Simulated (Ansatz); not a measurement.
# TaSi2: further runs on the relaxed cell

One table from this session's results is given with a row withheld; the runs are named, their logs left out.

Method: DFT r2SCAN, scalar-relativistic, plane waves, PAW, in Ansatz 0.2.0.

1 further run of the same task is left out (set aside as unsound or not needed). Runs told in other sessions of the task aren't counted.

### The structure to begin with

It takes space group P6_422 (No. 181, hexagonal). The conventional cell has a = 4.780 Å, b = 4.780 Å, c = 6.555 Å, α = 90.00°, β = 90.00°, γ = 120.00°. Around Ta (site symmetry 222) lie 10 Si at 2.60 to 2.83 Å. Si (site symmetry 2) is surrounded by 5 Si at 2.55 to 2.83 Å and 5 Ta at 2.60 to 2.83 Å.

As a file:

```
Ta Si
1.0
     4.77997    0.00000    0.00000
    -2.38998    4.13957    0.00000
     0.00000    0.00000    6.55476
Ta Si
3 6
Direct
  0.50000 0.00000 0.00000
  0.50000 0.50000 0.66667
  0.00000 0.50000 0.33333
  0.15827 0.31655 0.00000
  0.84173 0.15827 0.66667
  0.68345 0.84173 0.33333
  0.84173 0.68345 0.00000
  0.15827 0.84173 0.66667
  0.31655 0.15827 0.33333
```

It is the result of an earlier relaxation at this level (volume 14.41 Å³/atom; gap on the mesh: none (metal)).

Set-up of the first run:

File input.yaml:

```yaml
crystal:
  lattice:
    - [4.731681759, 0.0, 0.0]
    - [-2.3658408795, 4.0977566059, 0.0]
    - [0.0, 0.0, 6.4885412403]
  atoms:
    - { symbol: Ta, position: [0.5, 0.0, 0.0] }
    - { symbol: Ta, position: [0.5, 0.5, 0.6666666667] }
    - { symbol: Ta, position: [0.0, 0.5, 0.3333333333] }
    - { symbol: Si, position: [0.1582725688, 0.3165451376, 0.0] }
    - { symbol: Si, position: [0.8417274312, 0.1582725688, 0.6666666667] }
    - { symbol: Si, position: [0.6834548624, 0.8417274312, 0.3333333333] }
    - { symbol: Si, position: [0.8417274312, 0.6834548624, 0.0] }
    - { symbol: Si, position: [0.1582725688, 0.8417274312, 0.6666666667] }
    - { symbol: Si, position: [0.3165451376, 0.1582725688, 0.3333333333] }
basis:
  ecutwfc: 500
kpoints:
  mp_grid: { grid: [12, 12, 6] }
hamiltonian:
  xc: r2scan
scf:
  occupations: { method: gaussian, width: 0.1 }
output:
  forces: true
  stress: true
  eigenvalues: true
relax:
  adjacent_minimum: "off"
  f_tol: 0.01
  max_steps: 30
  cell: { stress_tol: 0.1, fix: [volume] }
```

Command:

```
> ansatz run input.yaml --threads 2 --pin off --max-ram 5120MiB --backend cpu --events-out ev --progress --plain --runs-dir out
```

Among the steps run: The cell scaled to 0.97 of its volume; Volume × 1.03; The cell scaled to 0.94 of its volume; Point at V/V0 = 1.06; Volume × 0.91; Point at V/V0 = 1.10; The cell scaled to 0.88 of its volume.

One of the session's tables, all rows but one given; the rest of the session is left out.

It belongs to the step «Equation of state». 

```
volume (Å³/atom)  energy above the lowest point (meV/atom)  pressure (GPa)
          12.682                                     157.2           32.59
          13.114                                      83.3           22.39
          13.546                                      34.9           13.70
          13.979                                         ?               ?
          14.411                                       0.0           -0.02
          14.843                                       7.5           -5.40
          15.276                                      28.4           -9.96
          15.852                                      73.7          -14.98
```

**Question.** Estimate the row for volume (Å³/atom) = 13.979.

Worked estimate for «energy above the lowest point (meV/atom)». A straight line through the neighbours (13.546, 34.9) and (14.411, 0.0) gives 34.9 + (0.0 − 34.9) × (13.979 − 13.546) / (14.411 − 13.546) = 17.4; a parabola fitted to 4 rows on both sides gives 8.1.

As computed: energy above the lowest point (meV/atom): 8.2; pressure (GPa): 6.29. In «energy above the lowest point (meV/atom)» the line misses by +9.2 and the parabola by -0.1.
